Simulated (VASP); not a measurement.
Level of theory: PBE GGA, VASP's PBE PAW potentials (set 64) (plane waves; VASP).

A VASP calculation is set up with these files.

File POSCAR:
```
MgAl2O4
1
    0.0000000000     4.1298870000     4.1298870000
    4.1298870000     0.0000000000     4.1298870000
    4.1298870000     4.1298870000     0.0000000000
Mg Al O
2 4 8
Direct
  0.2500000000   0.2500000000   0.2500000000
  0.0000000000   0.0000000000   0.0000000000
  0.1250000000   0.6250000000   0.6250000000
  0.6250000000   0.6250000000   0.1250000000
  0.6250000000   0.1250000000   0.6250000000
  0.6250000000   0.6250000000   0.6250000000
  0.8612800000   0.8612800000   0.8612800000
  0.8338400000   0.3887200000   0.3887200000
  0.8612800000   0.8612800000   0.4161600000
  0.3887200000   0.8338400000   0.3887200000
  0.4161600000   0.8612800000   0.8612800000
  0.3887200000   0.3887200000   0.3887200000
  0.8612800000   0.4161600000   0.8612800000
  0.3887200000   0.3887200000   0.8338400000
```

### KPOINTS
```
Automatic mesh
0
Gamma
6 6 6
0 0 0
```

**INCAR**
```
! general
SYSTEM = MgAl2O4
PREC   = Accurate
ENCUT  = 400
LREAL  = Auto
LASPH  = T

! electronic loop
EDIFF  = 1E-6
NELM   = 100
ALGO   = Normal

! smearing
ISMEAR = 0
SIGMA  = 0.01

! functional
GGA    = PE

! ions
ISIF   = 2

! output
LWAVE  = F
LCHARG = F
```

POTCAR, in this order: Mg Al O (PBE.64 set). Program: vasp_std.

The run wrote:

### OUTCAR
```
 ion  position               nearest neighbor table
   1  0.250  0.250  0.250-   8 1.98  10 1.98  14 1.98  12 1.98   4 3.42   5 3.42   3 3.42   3 3.42
                             5 3.42   6 3.42   3 3.42   4 3.42   6 3.42   4 3.42   5 3.42   6 3.42
   2  0.000  0.000  0.000-   9 1.98  11 1.98  13 1.98   7 1.98   4 3.42   6 3.42   3 3.42   5 3.42
                             6 3.42   3 3.42   4 3.42   5 3.42   4 3.42   5 3.42   6 3.42   3 3.42
   3  0.125  0.625  0.625-  10 1.96  13 1.96   7 1.96  12 1.96   9 1.96  14 1.96   6 2.92   4 2.92
                             5 2.92   4 2.92   5 2.92   6 2.92   2 3.42   2 3.42   1 3.42   1 3.42
   4  0.625  0.625  0.125-   7 1.96  12 1.96  10 1.96  11 1.96   8 1.96  13 1.96   6 2.92   3 2.92
                             5 2.92   6 2.92   5 2.92   3 2.92   1 3.42   1 3.42   2 3.42   1 3.42
   5  0.625  0.125  0.625-   8 1.96  11 1.96   9 1.96   7 1.96  12 1.96  14 1.96   6 2.92   4 2.92
                             3 2.92   4 2.92   6 2.92   3 2.92   2 3.42   1 3.42   1 3.42   1 3.42
   6  0.625  0.625  0.625-   9 1.96  14 1.96  10 1.96  11 1.96  13 1.96   8 1.96   3 2.92   4 2.92
                             5 2.92   4 2.92   5 2.92   3 2.92   2 3.42   1 3.42   2 3.42   1 3.42
   7  0.861  0.861  0.861-   4 1.96   3 1.96   5 1.96   2 1.98
   8  0.834  0.389  0.389-   5 1.96   4 1.96   6 1.96   1 1.98
   9  0.861  0.861  0.416-   6 1.96   5 1.96   3 1.96   2 1.98
  10  0.389  0.834  0.389-   3 1.96   4 1.96   6 1.96   1 1.98
  11  0.416  0.861  0.861-   5 1.96   4 1.96   6 1.96   2 1.98
  12  0.389  0.389  0.389-   4 1.96   3 1.96   5 1.96   1 1.98
  13  0.861  0.416  0.861-   3 1.96   4 1.96   6 1.96   2 1.98
  14  0.389  0.389  0.834-   6 1.96   5 1.96   3 1.96   1 1.98
  LATTYP: Found a face centered cubic cell.
 ALAT       =     8.2597740000
 Subroutine PRICEL returns:
 Original cell was already a primitive cell.
 Subroutine GETGRP returns: Found 48 space group operations
The static configuration has the point symmetry T_d .
 The point group associated with its full space group is O_h .
The dynamic configuration has the point symmetry T_d .
 Subroutine INISYM returns: Found 48 space group operations
 Subroutine IBZKPT returns following result:
 Found     16 irreducible k-points:

 Following reciprocal coordinates:
            Coordinates               Weight
  0.000000  0.000000  0.000000      1.000000
  0.166667  0.000000  0.000000      8.000000
  0.333333  0.000000  0.000000      8.000000
  0.500000  0.000000  0.000000      4.000000
  0.166667  0.166667  0.000000      6.000000
  0.333333  0.166667  0.000000     24.000000
  0.500000  0.166667  0.000000     24.000000
 -0.333333  0.166667  0.000000     24.000000
 -0.166667  0.166667  0.000000     12.000000
  0.333333  0.333333  0.000000      6.000000
  0.500000  0.333333  0.000000     24.000000
 -0.333333  0.333333  0.000000     12.000000
  0.500000  0.500000  0.000000      3.000000
  0.500000  0.333333  0.166667     24.000000
 -0.333333  0.333333  0.166667     24.000000
 -0.333333  0.500000  0.166667     12.000000
   k-points           NKPTS =     16   k-points in BZ     NKDIM =     16   number of bands    NBANDS=     40
   number of dos      NEDOS =    301   number of ions     NIONS =     14
   total plane-waves  NPLWV =  64000
   dimension x,y,z NGX =    40 NGY =   40 NGZ =   40
   dimension x,y,z NGXF=    80 NGYF=   80 NGZF=   80
   ions per type =               2   4   8
   PREC   = accura    normal or accurate (medium, high low for compatibility)
   ISTART =      0    job   : 0-new  1-cont  2-samecut
   ICHARG =      2    charge: 1-file 2-atom 10-const
   ISPIN  =      1    spin polarized calculation?
   LNONCOLLINEAR =      F non collinear calculations
   LSORBIT =      F    spin-orbit coupling
   INIWAV =      1    electr: 0-lowe 1-rand  2-diag
   ENCUT  =  400.0 eV  29.40 Ry    5.42 a.u.   9.52  9.52  9.52*2*pi/ulx,y,z
   NELM   =    100;   NELMIN=  2; NELMDL= -5     # of ELM steps
   EDIFF  = 0.1E-05   stopping-criterion for ELM
   LREAL  =      T    real-space projection
   NLSPLINE    = F    spline interpolate recip. space projectors
   LMAXMIX     =    2 max onsite mixed and CHGCAR
   VOSKOWN=      0    Vosko Wilk Nusair interpolation
   EDIFFG = 0.1E-04   stopping-criterion for IOM
   NSW    =      0    number of steps for IOM
   NBLOCK =      1;   KBLOCK =      1    inner block; outer block
   IBRION =     -1    ionic relax: 0-MD 1-quasi-New 2-CG
...
```

**OSZICAR**
```
       N       E                     dE             d eps       ncg     rms          rms(c)
DAV:   1     0.290907904531E+03    0.29091E+03   -0.28985E+04  1344   0.120E+03
DAV:   2    -0.924502045005E+02   -0.38336E+03   -0.37220E+03  1648   0.281E+02
DAV:   3    -0.111349093368E+03   -0.18899E+02   -0.18833E+02  1536   0.699E+01
DAV:   4    -0.111526041378E+03   -0.17695E+00   -0.17671E+00  1528   0.746E+00
DAV:   5    -0.111528815016E+03   -0.27736E-02   -0.27734E-02  1472   0.900E-01    0.202E+01
DAV:   6    -0.995895633847E+02    0.11939E+02   -0.53247E+01  1464   0.334E+01    0.688E+00
DAV:   7    -0.995129898396E+02    0.76574E-01   -0.95464E-01  1464   0.488E+00    0.389E+00
DAV:   8    -0.994972175740E+02    0.15772E-01   -0.24980E-01  1488   0.315E+00    0.664E-01
DAV:   9    -0.995066656886E+02   -0.94481E-02   -0.30021E-02  1496   0.930E-01    0.318E-01
DAV:  10    -0.995083967537E+02   -0.17311E-02   -0.22665E-03  1504   0.264E-01    0.129E-01
DAV:  11    -0.995086905792E+02   -0.29383E-03   -0.71245E-04  1464   0.140E-01    0.505E-02
DAV:  12    -0.995087472893E+02   -0.56710E-04   -0.12400E-04  1440   0.565E-02    0.109E-02
DAV:  13    -0.995087459600E+02    0.13293E-05   -0.11551E-05  1512   0.170E-02    0.210E-03
DAV:  14    -0.995087460394E+02   -0.79391E-07   -0.78002E-07   976   0.484E-03
   1 F= -.99508746E+02 E0= -.99508746E+02  d E =-.293805E-36
```

**OUTCAR**
```
------------------------ aborting loop because EDIFF is reached ----------------------------------------
  FORCE on cell =-STRESS in cart. coord.  units (eV):
  Direction    XX          YY          ZZ          XY          YZ          ZX
  --------------------------------------------------------------------------------------
  Total       -9.9374680     -9.9374680     -9.9374680     -0.0000000      0.0000000      0.0000000
  in kB     -113.0164917   -113.0164917   -113.0164917     -0.0000000      0.0000000      0.0000000
  external PRESSURE =    -113.0164917 kB  Pullay stress =       0.0000000 kB
  volume of cell :      140.88
      direct lattice vectors                 reciprocal lattice vectors
     0.000000000  4.129887000  4.129887000    -0.121068688  0.121068688  0.121068688
     4.129887000  0.000000000  4.129887000     0.121068688 -0.121068688  0.121068688
     4.129887000  4.129887000  0.000000000     0.121068688  0.121068688 -0.121068688
 POSITION                                       TOTAL-FORCE (eV/Angst)
 -----------------------------------------------------------------------------------
      2.06494      2.06494      2.06494        -0.000000     -0.000000     -0.000000
      0.00000      0.00000      0.00000        -0.000000     -0.000000     -0.000000
      5.16236      3.09742      3.09742        -0.000000     -0.000000     -0.000000
      3.09742      3.09742      5.16236        -0.000000     -0.000000     -0.000000
      3.09742      5.16236      3.09742        -0.000000     -0.000000     -0.000000
      5.16236      5.16236      5.16236        -0.000000     -0.000000     -0.000000
      7.11398      7.11398      7.11398        -0.029556     -0.029556     -0.029556
      3.21074      5.04903      5.04903         0.029556     -0.029556     -0.029556
      5.27568      5.27568      7.11398         0.029556      0.029556     -0.029556
      5.04903      3.21074      5.04903        -0.029556      0.029556     -0.029556
      7.11398      5.27568      5.27568        -0.029556      0.029556      0.029556
      3.21074      3.21074      3.21074         0.029556      0.029556      0.029556
      5.27568      7.11398      5.27568         0.029556     -0.029556      0.029556
      5.04903      5.04903      3.21074        -0.029556     -0.029556      0.029556
 -----------------------------------------------------------------------------------
    total drift:                               -0.000000     -0.000000     -0.000000
  FREE ENERGIE OF THE ION-ELECTRON SYSTEM (eV)
  ---------------------------------------------------
  free  energy   TOTEN  =       -99.5087460394 eV

  energy  without entropy=      -99.5087460394  energy(sigma->0) =      -99.50874604
```
(Selected blocks of OUTCAR.)

File OUTCAR:
```
 val. band max:        3.6215420326   @ k =  -0.1667   0.1667   0.0000

 cond. band min:       8.4423172929   @ k =   0.0000   0.0000   0.0000


 Fermi energy:         3.7087486814

 k-point     1 :       0.0000    0.0000    0.0000
  band No.  band energies     occupation
      1     -14.3629      2.00000
      2     -13.0082      2.00000
      3     -12.5091      2.00000
      4     -12.5091      2.00000
      5     -12.5091      2.00000
      6     -12.1806      2.00000
      7     -12.1806      2.00000
      8     -12.1806      2.00000
      9      -1.5795      2.00000
     10      -1.5795      2.00000
     11      -1.5795      2.00000
     12      -1.4912      2.00000
     13      -0.8449      2.00000
     14      -0.7820      2.00000
     15      -0.7820      2.00000
     16       1.7886      2.00000
     17       1.7886      2.00000
     18       1.7886      2.00000
     19       2.3064      2.00000
     20       2.3064      2.00000
     21       2.3064      2.00000
     22       2.7460      2.00000
     23       2.7460      2.00000
     24       3.0757      2.00000
     25       3.0757      2.00000
     26       3.0757      2.00000
     27       3.2580      2.00000
     28       3.2580      2.00000
     29       3.2580      2.00000
     30       3.6081      2.00000
     31       3.6081      2.00000
     32       3.6081      2.00000
     33       8.4423      0.00000
     34      11.5748      0.00000
     35      11.5748      0.00000
     36      11.5748      0.00000
     37      12.2828      0.00000
     38      12.2828      0.00000
     39      12.2828      0.00000
     40      13.8426      0.00000

 k-point     2 :       0.1667    0.0000    0.0000
  band No.  band energies     occupation
      1     -14.2925      2.00000
      2     -13.0694      2.00000
      3     -12.5713      2.00000
      4     -12.4899      2.00000
      5     -12.4899      2.00000
      6     -12.2035      2.00000
      7     -12.2035      2.00000
      8     -12.1613      2.00000
...
```

At this cut-off the stress carries a Pulay error, which pulls relaxed volumes low.

The structure comes from a computed database's MgAl2O4 entry; how it stands against other phases isn't given here. The cell was not relaxed at this level.
